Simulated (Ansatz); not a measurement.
# CoO (I4/mmm) in Ansatz: a series of runs

Runs on CoO. Level: PBEsol. Tasks: single point.

Everything below comes from runs of Ansatz 0.2.0. Logs are shortened: lines on timing, memory, paths and dates and some standing lists are left out, and cuts for length are marked.

### Step 1. The crystal as given

The structure is tetragonal, space group I4/mmm (No. 139). Conventional cell: a = 3.016 Å, b = 3.016 Å, c = 4.214 Å, α = 90.00°, β = 90.00°, γ = 90.00°. Around Co (site symmetry 4/mmm) lie 6 O at 2.11 to 2.13 Å. O (site symmetry 4/mmm) has 6 Co at 2.11 to 2.13 Å as nearest neighbours.

### Step 2. Single point, PBEsol, collinear spin, program default start

Input file input.yaml:

```yaml
crystal:
  lattice:
    - [-1.508, 1.508, 2.1072475377]
    - [1.508, -1.508, 2.1072475377]
    - [1.508, 1.508, -2.1072475377]
  atoms:
    - { symbol: Co, position: [0.0, 0.0, 0.0] }
    - { symbol: O, position: [0.5, 0.5, 0.0] }
hamiltonian:
  xc: pbesol
  pseudopotentials: { kind: paw }
magnetization:
  spin_polarized: true
  initial_magnetization: 0.0
  spin_locking: { lock_magnetization: hard }
kpoints:
  mp_grid: { grid: [10, 10, 10] }
scf:
  occupations: { method: fermi_dirac, width: 0.05 }
  lower_state_search: "off"
output:
  forces: true
  stress: true
  eigenvalues: true
  write_density: true
  write_potential: true
  elf: true
  volumetric_format: npy
```

Potentials or basis: Ansatz PAW.

On the command line:

```
ansatz run input.yaml --threads 2 --pin off --max-ram 5632MiB --backend cpu --events-out ev --progress --plain --runs-dir out
```

The program printed:

```text
Warning: output.stress: scf.convergence.dr2_threshold = 1e-7 eV (the SCF's general default) is looser than the 2e-10 eV advised for a printed stress (1e-10 eV for each atom of the cell: 2). What an SCF threshold leaves in a stress goes as its square root, and in the free energy as the threshold itself, and one threshold admits the most on a small cell: of the crystals measured, under no hybrid functional and no lock of the moments, on runs that ended without the residual-converged pass, on stresses that held no estimate of that error, the worst erred by over 100 MPa in a component at 1e-7 eV an atom and by under 5 at 1e-10. Set scf.convergence.dr2_threshold to 2e-10 eV or tighter. The threshold is an SCF's pass mark: one that does not reach it within its budget of iterations ends unconverged, or closes short of it on a stop that the run arms, and scf.convergence.dr2_threshold's page says what that costs each kind of run
Warning: RAYON_NUM_THREADS=2 ignored (pool sized by the plan → 2); use --threads N
Engine: ansatz 0.2.0, x86_64-unknown-linux-gnu
Pseudopotentials: kind: paw
Pseudopotential: Co, paw, valence charge 17, recommended cutoff 420 eV (normal), Co.paw.azcp
Pseudopotential: O, paw, valence charge 6, recommended cutoff 420 eV (normal), O.paw.azcp
Functional definition: PBEsol
  exchange = pbesol_x
  correlation = pbesol_c
Crystal: 2 atoms, lattice volume = 19.168 Å³
Basis set: ecut = 420 eV, 339 PW (Γ), exchange–correlation on 48×48×48 points (8 copies of the dense FFT grid, shifted against one another)
Bands: 16, of which v1, the nominal top of the filled ones, is band 12 counted from 1 (11 counted from 0)
Symmetry: 16 space group operations
Space group: I4/mmm (ITA 139), of the structure as read, at distance tolerance 2.7e-5 Å
k-points: 102 of 1000
Non-local potential: Co, projectors of the file, l = 0: 3, l = 1: 2, l = 2: 3, l = 3: 1
Non-local potential: O, projectors of the file, l = 0: 2, l = 1: 2, l = 2: 1
PAW form: soft (Blöchl's): semilocal exchange-correlation on the pseudo side does not see the compensation charge
PAW frozen core: Co, regenerated for the run's functional, and the local potential with it (the file was generated under x = pbe(κ = 0.804, μ = 0.2195149727645171), c = pbe(β = 0.06672455060314922))
PAW frozen core: O, regenerated for the run's functional, and the local potential with it (the file was generated under x = pbe(κ = 0.804, μ = 0.2195149727645171), c = pbe(β = 0.06672455060314922))
PAW one-centre angular grid: Co, 590 points (default); XC on 64 Gauss nodes
PAW one-centre angular grid: O, 110 points (default); XC on 64 Gauss nodes
Initial density: superposition of atomic densities (chi_scale 0.1, normalization cell, long waves kept (reshape's long-wave potential 0.00 eV rms))
Initial wavefunctions: pseudopotential atomic-orbital guess
Functional: x = pbesol(κ = 0.804, μ = 0.12345679012345678), c = pbesol(β = 0.046)
SCF iter   1: F=—  HF=-5656.451231 eV  |F-HF|=—  |Δ(HF+E_count)|=         —  Δρ=2.70e-1 (↑2.70e-1 ↓2.70e-1)  dr2=4.63e1  dr2_m=0.00e0  M=0.000 μB ∫|m|=0.000 μB  β_m=0.30  ethr=3.10e-3  ⟨swp⟩=5.5  Hψ=7220  notcnv=0
preconditioner: auto → none  [metal: Δε(μ)=0.032 eV  Ē_g=12.464 eV  σ=0.050 eV  W_gap=0.16  n_scr=8 (ndim 8)  ℏωp=32.8 eV  f_vac=0.000  D(μ)=1.59/eV (n_scr^D=14)  sad-step TF]
SCF iter   2: F=—  HF=-5652.380836 eV  |F-HF|=—  |Δ(HF+E_count)|=    4.07e0  Δρ=9.88e-2 (↑9.88e-2 ↓9.88e-2)  dr2=2.59e0  dr2_m=0.00e0  M=0.000 μB ∫|m|=0.000 μB  β_m=0.27  ethr=3.10e-3  ⟨swp⟩=3.0  Hψ=4546  notcnv=0  defer=9
SCF iter   3: F=—  HF=-5651.858057 eV  |F-HF|=—  |Δ(HF+E_count)|=   5.23e-1  Δρ=5.19e-2 (↑5.19e-2 ↓5.19e-2)  dr2=5.08e-1  dr2_m=0.00e0  M=0.000 μB ∫|m|=0.000 μB  β_m=0.52  ethr=3.10e-3  ⟨swp⟩=2.1  Hψ=3329  notcnv=0
SCF iter   4: F=—  HF=-5651.790510 eV  |F-HF|=—  |Δ(HF+E_count)|=   6.75e-2  Δρ=8.86e-3 (↑8.86e-3 ↓8.86e-3)  dr2=4.31e-2  dr2_m=0.00e0  M=0.000 μB ∫|m|=0.000 μB  β_m=0.56  ethr=2.21e-3  ⟨swp⟩=2.2  Hψ=4071  notcnv=0  defer=1
SCF iter   5: F=—  HF=-5651.788493 eV  |F-HF|=—  |Δ(HF+E_count)|=   2.02e-3  Δρ=6.59e-3 (↑6.59e-3 ↓6.59e-3)  dr2=2.65e-2  dr2_m=0.00e0  M=0.000 μB ∫|m|=0.000 μB  β_m=0.51  ethr=1.87e-4  ⟨swp⟩=2.0  Hψ=2816  notcnv=0  defer=1
SCF iter   6: F=—  HF=-5651.787946 eV  |F-HF|=—  |Δ(HF+E_count)|=   5.47e-4  Δρ=6.21e-3 (↑6.21e-3 ↓6.21e-3)  dr2=2.31e-2  dr2_m=0.00e0  M=0.000 μB ∫|m|=0.000 μB  β_m=0.51  ethr=1.15e-4  ⟨swp⟩=1.6  Hψ=2524  notcnv=0  defer=1
SCF iter   7: F=—  HF=-5651.785933 eV  |F-HF|=—  |Δ(HF+E_count)|=   2.01e-3  Δρ=3.32e-3 (↑3.32e-3 ↓3.32e-3)  dr2=6.18e-3  dr2_m=0.00e0  M=0.000 μB ∫|m|=0.000 μB  β_m=0.40  ethr=1.00e-4  ⟨swp⟩=1.5  Hψ=1696  notcnv=0  defer=1
SCF iter   8: F=—  HF=-5651.785361 eV  |F-HF|=—  |Δ(HF+E_count)|=   5.72e-4  Δρ=1.87e-3 (↑1.87e-3 ↓1.87e-3)  dr2=1.97e-3  dr2_m=0.00e0  M=0.000 μB ∫|m|=0.000 μB  β_m=0.42  ethr=2.69e-5  ⟨swp⟩=1.0  Hψ=1631  notcnv=0  defer=1
SCF iter   9: F=—  HF=-5651.785077 eV  |F-HF|=—  |Δ(HF+E_count)|=   2.83e-4  Δρ=4.25e-4 (↑4.25e-4 ↓4.25e-4)  dr2=1.03e-4  dr2_m=0.00e0  M=0.000 μB ∫|m|=0.000 μB  β_m=0.71  ethr=8.56e-6  ⟨swp⟩=1.0  Hψ=1631  notcnv=0  defer=1
SCF iter  10: F=—  HF=-5651.785064 eV  |F-HF|=—  |Δ(HF+E_count)|=   1.32e-5  Δρ=3.82e-5 (↑3.82e-5 ↓3.82e-5)  dr2=6.76e-7  dr2_m=0.00e0  M=0.000 μB ∫|m|=0.000 μB  β_m=0.84  ethr=4.50e-7  ⟨swp⟩=1.7  Hψ=1871  notcnv=0  defer=1
SCF iter  11: F=—  HF=-5651.785055 eV  |F-HF|=—  |Δ(HF+E_count)|=   9.27e-6  Δρ=2.50e-6 (↑2.50e-6 ↓2.50e-6)  dr2=2.65e-9  dr2_m=0.00e0  M=0.000 μB ∫|m|=0.000 μB  β_m=0.90  ethr=4.35e-10  ⟨swp⟩=8.9  Hψ=11477  notcnv=0
SCF iter  12: F=-5651.785055 eV  HF=-5651.785055 eV  |F-HF|=1.86e-10  |Δ(HF+E_count)|=  6.91e-11  Δρ=7.26e-7 (↑7.26e-7 ↓7.26e-7)  dr2=2.25e-10  dr2_m=0.00e0  M=0.000 μB ∫|m|=0.000 μB  ethr=1.15e-11  ⟨swp⟩=4.0  Hψ=7981  notcnv=0
SCF 1 converged in 12 iterations: F = -5651.785055 eV  dr2 = 2.25e-10
SCF converged after 12 iterations
Stability checked in part: among states of this total moment the steps that led to this state did not find it unstable. No probe was made; neither looks for a lower state of another moment (fixed_total_moment; see scf.lower_state_search)
Magnetization: 0.0000 μB (11.5000 up, 11.5000 down)
Absolute magnetization: 0.0000 μB (∫|ρ↑−ρ↓|)
Spin contamination: 0.0000 ħ² per cell (⟨S²⟩ above its minimum at these occupations)
Per-site moments (μB) at R_I (Å): [(0.0, 0.86923960930125), (0.0, 0.86923960930125)]
Free energy (F): -5651.785055 eV
Harris-Foulkes:  -5651.785055 eV  (|F-HF|=1.86e-10)
Internal energy: -5651.745827 eV  (E = F + TS)
E sigma→0 (E₀):  -5651.765441 eV
Entropy (-TS):   -0.039228 eV (-19.614 meV/atom)
Fermi energy:    13.668307 (↑ 13.668307, ↓ 13.668307) eV
--- Per-component energies (eV) ---
  E_band       = -297.650418
  E_kinetic    = 618.176253
  E_local      = -3427.849680  (includes V_loc(G=0)·N_el)
  E_nonlocal   = 516.044976
  E_hartree    = 1408.268266
  E_xc         = -226.078465
  E_vxc        = -292.055852  (∫ρ·V_xc dr)
  E_paw        = -1638.541922  (= ΣΔE_a)
  E_vpaw       = -528.506000  (= ΣTr[D̂ρ^β])
  E_aug_tail   = 0.002467  (compensation charges beyond the density's cutoff)
  E_ewald      = -2901.991429
  E_core_change = 0.223707  (= ΣΔE_core)
  E_smearing   = -0.039228  (= −TS)
  E_closure    = 0.000000  (closes the sum)
  Σ components = -5651.785055   (vs F -5651.785055, Δ=0.00e0)
--- Forces (eV/Å), atoms counted from 1 ---
  atom   1  Co    -0.00000000    -0.00000000     0.00000000
  atom   2  O      0.00000000     0.00000000    -0.00000000
  max |Σ_I F_I| component: 2.41e-29 eV/Å
--- Stress (GPa, compression-positive) ---
      -27.036405      -0.000000       0.000000
       -0.000000     -27.036405       0.000000
        0.000000       0.000000     -26.730210
  P = ⅓ Tr σ = -26.9343 GPa (-269.343 kbar)
--- Band table (eV; the first three rows and the last of 204) ---
  k-point 0 ↑: bands = ["-80.5886", "-44.0550", "-44.0219", "-44.0219", "-6.7004", "10.2545", "10.2955", "10.2955", "12.2995", "12.2995", "12.3680", "12.5935", "12.5948", "14.9024", "30.4515", "32.1829"]
  k-point 1 ↑: bands = ["-80.5882", "-44.0566", "-44.0260", "-44.0235", "-6.5674", "9.1905", "10.0010", "10.0488", "12.1903", "12.6044", "12.6337", "12.6636", "13.1602", "15.8086", "28.9940", "31.1868"]
  k-point 2 ↑: bands = ["-80.5868", "-44.0609", "-44.0362", "-44.0274", "-6.2270", "7.7571", "9.5778", "9.6374", "11.9099", "12.7387", "13.1207", "13.1628", "13.5782", "17.7694", "27.5595", "28.3904"]
  k-point 101 ↓: bands = ["-80.5832", "-44.0961", "-44.0395", "-44.0395", "-5.4186", "6.7260", "9.0861", "9.0861", "11.2293", "13.0506", "13.4929", "13.5415", "13.5415", "20.1052", "23.5718", "25.8302"]
```

It took 4.8 s on 2 threads of AMD EPYC, shared host; peak memory 0.37 GiB.

What came out:

* Free energy: -5651.7851 eV
* Pressure: -26.9 GPa
* Net moment: 0.00 μB per cell
* Absolute moment: 0.00 μB per cell

Caveat: the pressure holds a Pulay correction of +0.7 GPa for the finite cutoff; the total moment is fixed, so each spin has its own Fermi level; the PAW data sets come from PBE, with cores solved anew for the run's functional, which leaves a small shift of forces and pressure; the thresholds are loose for stress.

(Continued in part 2 of 2.)
